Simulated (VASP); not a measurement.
# Yb (Fm-3m) in VASP: runs at scaled volumes

Single points of Yb at other volumes, in PBE.

All numbers are computed with VASP 6.6.1; they aren't measurements. Logs are shortened: lines on timing, memory, paths and dates and some standing lists are left out, and cuts for length are marked.

## Step 1: The undisturbed crystal

Symmetry: Fm-3m, No. 225, cubic system. The conventional cell has a = 5.486 Å, b = 5.486 Å, c = 5.486 Å, α = 90.00°, β = 90.00°, γ = 90.00°. Yb (site symmetry m-3m) has 12 Yb at 3.88 Å as nearest neighbours.

## Step 2: Equation of state, PBE, collinear spin, ferromagnetic start, 39.63 Å³/atom (volume scaled by 0.96)

Input file INCAR:

```
  PREC = Accurate
  ENCUT = 520
  EDIFF = 1E-7
  ISMEAR = -1
  SIGMA = 0.05
  LREAL = False
  LASPH = True
  NELM = 150
  ALGO = Normal
  ISIF = 2
  LWAVE = False
  LCHARG = False
  ISPIN = 2
  MAGMOM = 1
  LORBIT = 11
  LMAXMIX = 6
  GGA = PE
  NBANDS = 22
```

Input file KPOINTS:

```
regular mesh
0
Gamma
  8 8 8
```

Input file POSCAR:

```
Yb
1.0
    0.0000000000      2.7060265364      2.7060265364
    2.7060265364      0.0000000000      2.7060265364
    2.7060265364      2.7060265364      0.0000000000
Yb
1
Direct
    0.0000000000      0.0000000000      0.0000000000
```

Potentials or basis: VASP PAW PBE potentials, release 64 (Yb).

Command:

```sh
> cat potpaw_PBE.64/Yb/POTCAR > POTCAR
> mpirun -np 1 vasp_std > vasp.out
```

OUTCAR:

```text
PREC = Accurate
   ENCUT = 520
   EDIFF = 1E-7
   ISMEAR = -1
   LREAL = False
   LASPH = True
   NELM = 150
   ISIF = 2
   ISPIN = 2
   LORBIT = 11
   GGA = PE

 Found     29 irreducible k-points:

 Following reciprocal coordinates:
            Coordinates               Weight
  0.000000  0.000000  0.000000      1.000000
  0.125000  0.000000  0.000000      8.000000
  0.250000  0.000000  0.000000      8.000000
  0.375000  0.000000  0.000000      8.000000
  0.500000  0.000000  0.000000      4.000000
  0.125000  0.125000  0.000000      6.000000
   k-points           NKPTS =     29   k-points in BZ     NKDIM =     29   number of bands    NBANDS=     22
   number of dos      NEDOS =    301   number of ions     NIONS =      1
   total plane-waves  NPLWV =  21952
   dimension x,y,z NGX =    28 NGY =   28 NGZ =   28
   dimension x,y,z NGXF=    56 NGYF=   56 NGZF=   56
   ions per type =               1
   NGX,Y,Z   is equivalent  to a cutoff of  12.16, 12.16, 12.16 a.u.
   NGXF,Y,Z  is equivalent  to a cutoff of  24.33, 24.33, 24.33 a.u.
 SYSTEM =  unknown system
   PREC   = accura    normal or accurate (medium, high low for compatibility)
   ISTART =      0    job   : 0-new  1-cont  2-samecut
   ICHARG =      2    charge: 1-file 2-atom 10-const
   ISPIN  =      2    spin polarized calculation?
   LNONCOLLINEAR =      F non collinear calculations
   LSORBIT =      F    spin-orbit coupling
   LASPH  =      T    aspherical Exc in radial PAW
   ENCUT  =  520.0 eV  38.22 Ry    6.18 a.u.   7.12  7.12  7.12*2*pi/ulx,y,z
   NELM   =    150;   NELMIN=  2; NELMDL= -5     # of ELM steps
   EDIFF  = 0.1E-06   stopping-criterion for ELM
   LREAL  =      F    real-space projection
   EDIFFG = 0.1E-05   stopping-criterion for IOM
   NSW    =      0    number of steps for IOM
   IBRION =     -1    ionic relax: 0-MD 1-quasi-New 2-CG
   NFREE  =      0    steps in history (QN), initial steepest desc. (CG)
   ISIF   =      2    stress and relaxation
   ISYM   =      2    0-nonsym 1-usesym 2-fastsym
   POTIM  = 0.5000    time-step for ionic-motion
   TEBEG  =    0.0;   TEEND  =   0.0 temperature during run
   PSTRESS=    0.0 pullay stress
   NELECT =      24.0000    total number of electrons
   NUPDOWN=      -1.0000    fix difference up-down
   EMIN   =  10.00;   EMAX   =-10.00  energy-range for DOS
   EFERMI =   0.00;   METHOD = LEGACY
   ISMEAR =    -1;   SIGMA  =   0.05  broadening in eV -4-tet -1-fermi 0-gaus
   EFERMI_NEDOS =   21; number of points for ismear=-14 and -15
   IALGO  =     38    algorithm
   IMIX   =      4    mixing-type and parameters
     AMIX     =   0.40;   BMIX     =  1.00
     AMIX_MAG =   1.60;   BMIX_MAG =  1.00
  volume/ion in A,a.u.               =      39.63       267.44
  Fermi-wavevector in a.u.,A,eV,Ry     =   1.385064  2.617392 26.101450  1.918402
  Thomas-Fermi vector in A             =   2.509509
   LORBIT       =     11    0 simple, 1 ext, 2 COOP (PROOUT), +10 PAW based schemes
   GGA     = PE    functional components
   LHFCALC =     F    Hartree Fock is set to
   AEXX    =    0.0000 exact exchange contribution
   IVDW    =     0    specifies the selected vdW correction
   LEPSILON=     F    determine dielectric tensor
   LRPA    =     F    only Hartree local field effects (RPA)
 spin polarized calculation
  energy-cutoff  :      520.00
  volume of cell :       39.63
 maximum number of plane-waves:      1090
   NGX = 15   NGY = 15   NGZ = 15

 number of electron      24.0000003 magnetization      -0.0017927

 number of electron      24.0000003 magnetization       0.0002410

 Free energy of the ion-electron system (eV)
  ---------------------------------------------------
  ext. energy  EPLUGINS =         0.00000000
  ---------------------------------------------------
  free energy    TOTEN  =        -3.54869801 eV

  energy without entropy =       -3.53536041  energy(sigma->0) =       -3.54202921

 E-fermi :   1.3065     XC(G=0):  -9.0241

 val. band max:        1.1700289401   @ k =  -0.3750   0.3750   0.0000
 cond. band min:       1.3436725755   @ k =  -0.3750   0.2500   0.1250
 fundamental gap:      0.1736436354
 Fermi energy:         1.3064537356

 spin component 1

 k-point     1 :       0.0000    0.0000    0.0000
  band No.  band energies     occupation
      1     -50.5140      1.00000
      2     -22.7579      1.00000
      3     -22.7579      1.00000
      4     -22.7579      1.00000
      5      -3.6658      1.00000
      6       0.8567      0.99988
[... 14 lines left out ...]
     21      12.8672      0.00000
     22      14.6284      0.00000

 k-point     2 :       0.1250    0.0000    0.0000
  band No.  band energies     occupation
      1     -50.5124      1.00000
      2     -22.7943      1.00000
      3     -22.7629      1.00000
      4     -22.7629      1.00000
      5      -3.3404      1.00000
      6       0.8605      0.99987
[... 14 lines left out ...]
     21      13.5145      0.00000
     22      15.9493      0.00000

 k-point     3 :       0.2500    0.0000    0.0000
  band No.  band energies     occupation
      1     -50.5088      1.00000
      2     -22.8808      1.00000
      3     -22.7749      1.00000
      4     -22.7749      1.00000
      5      -2.4392      1.00000
      6       0.8723      0.99983
[... 14 lines left out ...]
     21      14.7093      0.00000
     22      14.7093      0.00000

 k-point     4 :       0.3750    0.0000    0.0000
  band No.  band energies     occupation
      1     -50.5052      1.00000
      2     -22.9654      1.00000
      3     -22.7868      1.00000
      4     -22.7868      1.00000
      5      -1.2290      1.00000
      6       0.8855      0.99978
[... 14 lines left out ...]
     21      13.4079      0.00000
     22      16.6909      0.00000

 k-point     5 :       0.5000    0.0000    0.0000
  band No.  band energies     occupation
      1     -50.5037      1.00000
      2     -22.9999      1.00000
      3     -22.7917      1.00000
      4     -22.7917      1.00000
      5      -0.4729      1.00000
      6       0.8758      0.99982
[... 14 lines left out ...]
     21      12.4207      0.00000
     22      18.6458      0.00000

 k-point     6 :       0.1250    0.1250    0.0000
  band No.  band energies     occupation
      1     -50.5119      1.00000
      2     -22.7933      1.00000
      3     -22.7710      1.00000
      4     -22.7710      1.00000
      5      -3.2321      1.00000
      6       0.8620      0.99986
[... 14 lines left out ...]
     21      13.0042      0.00000
     22      16.7169      0.00000

 [... further k-points ...]

 spin component 2

 k-point     1 :       0.0000    0.0000    0.0000
  band No.  band energies     occupation
      1     -50.5138      1.00000
      2     -22.7578      1.00000
      3     -22.7578      1.00000
      4     -22.7578      1.00000
      5      -3.6660      1.00000
      6       0.8571      0.99987
[... 14 lines left out ...]
     21      12.8670      0.00000
     22      14.6281      0.00000

 k-point     2 :       0.1250    0.0000    0.0000
  band No.  band energies     occupation
      1     -50.5123      1.00000
      2     -22.7942      1.00000
      3     -22.7628      1.00000
      4     -22.7628      1.00000
      5      -3.3407      1.00000
      6       0.8609      0.99987
[... 14 lines left out ...]
     21      13.5142      0.00000
     22      15.9491      0.00000

 k-point     3 :       0.2500    0.0000    0.0000
  band No.  band energies     occupation
      1     -50.5086      1.00000
      2     -22.8807      1.00000
      3     -22.7748      1.00000
      4     -22.7748      1.00000
      5      -2.4394      1.00000
      6       0.8727      0.99983
[... 14 lines left out ...]
     21      14.7091      0.00000
     22      14.7091      0.00000

 k-point     4 :       0.3750    0.0000    0.0000
  band No.  band energies     occupation
      1     -50.5050      1.00000
      2     -22.9653      1.00000
      3     -22.7867      1.00000
      4     -22.7867      1.00000
      5      -1.2292      1.00000
      6       0.8859      0.99978
[... 14 lines left out ...]
     21      13.4078      0.00000
     22      16.6906      0.00000

 k-point     5 :       0.5000    0.0000    0.0000
  band No.  band energies     occupation
      1     -50.5035      1.00000
      2     -22.9998      1.00000
      3     -22.7916      1.00000
      4     -22.7916      1.00000
      5      -0.4731      1.00000
      6       0.8762      0.99982
[... 14 lines left out ...]
     21      12.4205      0.00000
     22      18.6456      0.00000

 k-point     6 :       0.1250    0.1250    0.0000
  band No.  band energies     occupation
      1     -50.5118      1.00000
      2     -22.7932      1.00000
      3     -22.7709      1.00000
      4     -22.7709      1.00000
      5      -3.2324      1.00000
      6       0.8624      0.99986
[... 14 lines left out ...]
     21      13.0039      0.00000
     22      16.7168      0.00000

 [... further k-points ...]

------------------------ aborting loop because EDIFF is reached ----------------------------------------

 total charge

# of ion       s       p       d       f       tot
--------------------------------------------------
    1        2.216   5.982   0.222  13.641  22.060

 magnetization (x)

# of ion       s       p       d       f       tot
--------------------------------------------------
    1        0.000  -0.000  -0.000   0.000   0.000

  FORCE on cell =-STRESS in cart. coord.  units (eV):
  Direction    XX          YY          ZZ          XY          YZ          ZX
  --------------------------------------------------------------------------------------
  -------------------------------------------------------------------------------------
  Total       -0.5291395     -0.5291395     -0.5291395      0.0000000     -0.0000000      0.0000000
  in kB      -21.3921594    -21.3921594    -21.3921594      0.0000000     -0.0000000      0.0000000
  external PRESSURE =     -21.3921594 kB  Pullay stress =       0.0000000 kB

 VOLUME and BASIS-vectors are now :
 -----------------------------------------------------------------------------
  energy-cutoff  :      520.00
  volume of cell :       39.63
      direct lattice vectors                 reciprocal lattice vectors
     0.000000000  2.706026536  2.706026536    -0.184772763  0.184772763  0.184772763
     2.706026536  0.000000000  2.706026536     0.184772763 -0.184772763  0.184772763
     2.706026536  2.706026536  0.000000000     0.184772763  0.184772763 -0.184772763

  length of vectors
     3.826899428  3.826899428  3.826899428     0.320035813  0.320035813  0.320035813

 FORCES acting on ions
    electron-ion (+dipol)            ewald-force                    non-local-force                 convergence-correction
 -----------------------------------------------------------------------------------------------
   -.131E-12 -.239E-12 -.144E-12   0.373E-14 -.116E-13 -.227E-14   0.000E+00 0.000E+00 0.000E+00   0.348E-12 -.819E-12 -.541E-12
 -----------------------------------------------------------------------------------------------
   -.131E-12 -.239E-12 -.144E-12   0.373E-14 -.116E-13 -.227E-14   0.000E+00 0.000E+00 0.000E+00   0.348E-12 -.819E-12 -.541E-12

 POSITION                                       TOTAL-FORCE (eV/Angst)
 -----------------------------------------------------------------------------------
      0.00000      0.00000      0.00000        -0.000000      0.000000     -0.000000
 -----------------------------------------------------------------------------------
    total drift:                                0.000000     -0.000000     -0.000000

--------------------------------------------------------------------------------------------------------

  FREE ENERGIE OF THE ION-ELECTRON SYSTEM (eV)
  ---------------------------------------------------
  free  energy   TOTEN  =        -3.5486980066 eV

  energy  without entropy=       -3.5353604098  energy(sigma->0) =       -3.54202921

--------------------------------------------------------------------------------------------------------

--------------------------------------------------------------------------------------------------------

 total charge

# of ion       s       p       d       f       tot
--------------------------------------------------
    1        2.216   5.982   0.222  13.641  22.060

 magnetization (x)

# of ion       s       p       d       f       tot
--------------------------------------------------
    1        0.000  -0.000  -0.000   0.000   0.000

=======================================================================
```

Run time: 11 min. Hardware: 1 thread of Intel Xeon Platinum 8375C at 2.90GHz (Ice Lake), shared host; peak memory 0.22 GiB.

What came out:

| Property | Result |
| --- | --- |
| Free energy | -3.5487 eV |
| Pressure | -2.1 GPa |
| Band gap on the k mesh | none (metal or under the smearing width) |
| Net moment | 0.00 μB per cell |
| Valence electrons inside the program's atomic spheres | Yb 22.06 |

Caveat: spin-orbit coupling is left out, which moves the levels of the heavy elements.

## Step 3: Equation of state, PBE, collinear spin, ferromagnetic start, 39.63 Å³/atom (volume scaled by 0.96)

Input file INCAR:

```
SYSTEM = Yb
ALGO = Normal ; EDIFF = 1E-7
ENCUT = 520 ; GGA = PE
ISIF = 2 ; ISMEAR = -1
ISPIN = 2 ; LASPH = .True.
LCHARG = .False. ; LMAXMIX = 6
LORBIT = 11 ; LREAL = .False.
LWAVE = .False. ; MAGMOM = 1
NBANDS = 22 ; NELM = 150
PREC = Accurate ; SIGMA = 0.05
```

Input file KPOINTS:

```
k-points
0
Gamma
  8 8 8
  0 0 0
```

POSCAR is that of step 2.

Potentials or basis: VASP PAW PBE potentials, release 64 (Yb).

Command:

```sh
> cat potpaw_PBE.64/Yb/POTCAR > POTCAR
> mpirun -np 1 vasp_std > vasp.out
```

Run time: 5 min. Hardware: 1 thread of Intel Xeon 6975P-C (Granite Rapids), shared host; peak memory 0.22 GiB.

It converged, with:

| Quantity | Value |
| --- | --- |
| Free energy | -3.5487 eV |
| Pressure | -2.1 GPa |
| Band gap on the k mesh | none (metal or under the smearing width) |
| Net moment | 0.00 μB per cell |
| Valence electrons inside the program's atomic spheres | Yb 22.06 |

Caveat: spin-orbit coupling is left out, which moves the levels of the heavy elements.

## Step 4: Equation of state, PBE, collinear spin, ferromagnetic start, 42.11 Å³/atom (volume scaled by 1.02)

Input file INCAR:

```
PREC     = Accurate       # precision mode
ENCUT    = 520            # plane-wave cutoff, eV
EDIFF    = 1E-7           # SCF threshold, eV
ISMEAR   = -1             # smearing method
SIGMA    = 0.05           # smearing width, eV
LREAL    = F              # projectors in reciprocal space
LASPH    = T              # aspherical terms in the spheres
NELM     = 120            # most SCF steps
ALGO     = Normal         # electronic algorithm
ISIF     = 2              # what is computed and relaxed
LWAVE    = F              # write WAVECAR
LCHARG   = F              # write CHGCAR
ISPIN    = 2              # spin polarisation
MAGMOM   = 1              # initial moments
LORBIT   = 11             # projections on sites
LMAXMIX  = 6              # l up to which the mixer works
GGA      = PE             # functional
NBANDS   = 22             # bands
```

Input file KPOINTS:

```
Automatic mesh
0
Gamma
  8 8 8
```

Input file POSCAR:

```
Yb
1.0
    0.0000000000      2.7612667546      2.7612667546
    2.7612667546      0.0000000000      2.7612667546
    2.7612667546      2.7612667546      0.0000000000
Yb
1
Direct
    0.0000000000      0.0000000000      0.0000000000
```

Command:

```sh
> cat potpaw_PBE.64/Yb/POTCAR > POTCAR
> mpirun -np 1 vasp_std > vasp.out
```

It took 6.4 min on 1 thread of Intel Xeon 6975P-C (Granite Rapids), shared host; peak memory 0.23 GiB.

Results (log left out):

- Free energy: -3.5146 eV
- Pressure: -2.9 GPa
- Band gap on the k mesh: none (metal or under the smearing width)
- Net moment: 0.00 μB per cell
- Valence electrons inside the program's atomic spheres: Yb 22.04

Caveat: spin-orbit coupling is left out, which moves the levels of the heavy elements.
